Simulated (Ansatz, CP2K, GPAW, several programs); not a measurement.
**AlN (rocksalt): methods side by side**

AlN (rocksalt), relaxed with r2SCAN in Ansatz, was computed with several methods. Space group Fm-3m (No. 225), cubic; conventional cell a = 4.038 Å, 8.23 Å³ an atom. Al has 6 N at 2.02 Å; N has 6 Al at 2.02 Å. The calculation is spin-unpolarised, and the structure need not be a phase that has been made.

```cif
data_structure
_symmetry_space_group_name_H-M 'P 1'
_symmetry_Int_Tables_number 1
_cell_length_a 2.8551
_cell_length_b 2.8551
_cell_length_c 2.8551
_cell_angle_alpha 60.000
_cell_angle_beta 60.000
_cell_angle_gamma 60.000
_cell_volume 16.46
loop_
_atom_site_label
_atom_site_type_symbol
_atom_site_fract_x
_atom_site_fract_y
_atom_site_fract_z
_atom_site_occupancy
Al1 Al 0.00000 0.00000 0.00000 1
N1 N 0.50000 0.50000 0.50000 1
```

Gaps and times are for a single point on this cell; volume and bulk modulus come from each method's own relaxation or energy curve at fixed shape. Times are rough, from shared hosts (Arm Neoverse V2), and each method has its own mesh and cell size. A star marks a curve whose lowest point is an end point. Gaps from k meshes are read at a limited set of points (mesh, symmetry points, PBE's band edges), so each method's own least gap may be somewhat smaller. Minimal bases can be far off for gaps. GLLB-SC's gap includes the derivative discontinuity. d marks a direct gap, i an indirect one (no mark: not told apart), a dash a value that wasn't computed or didn't pass its checks.

| method | kind | gap (eV) | own volume (Å³/atom) | bulk modulus (GPa) | atoms computed | processor time |
| --- | --- | --- | --- | --- | --- | --- |
| light PBE (260 eV and a coarse mesh) | light plane-wave | 4.64 i | – | – | 2 | 0.34 s |
| PBE | semilocal | 4.67 i | 8.43 | 252 | 2 | 0.69 s |
| r2SCAN | semilocal | 5.52 i | 8.23 | 276 | 2 | 1.7 s |
| GLLB-SC (GPAW) | model potential | 7.55 | – | – | 2 | 3.5 s |
| PBE/SZV (CP2K) | small basis | 4.15 i | 9.02* | 209* | 2 | 8.9 s |
| PBE/single zeta (GPAW) | small basis | 3.94 i | – | – | 2 | 9.2 s |
| PBE/DZVP (CP2K) | small basis | 4.59 i | 8.40 | 247 | 2 | 23 s |

Against r2SCAN (5.52 eV) and with closed or daggered gaps left aside, the nearest gap at the points sampled is that of PBE (-0.85 eV) and the farthest that of GLLB-SC (GPAW) (+2.03 eV). r2SCAN is only a yardstick of convenience: semilocal gaps usually lie below measured ones, which GLLB-SC and hybrids aim to mend.

Volumes against r2SCAN's: PBE +2.5 %, PBE/DZVP (CP2K) +2.0 %.
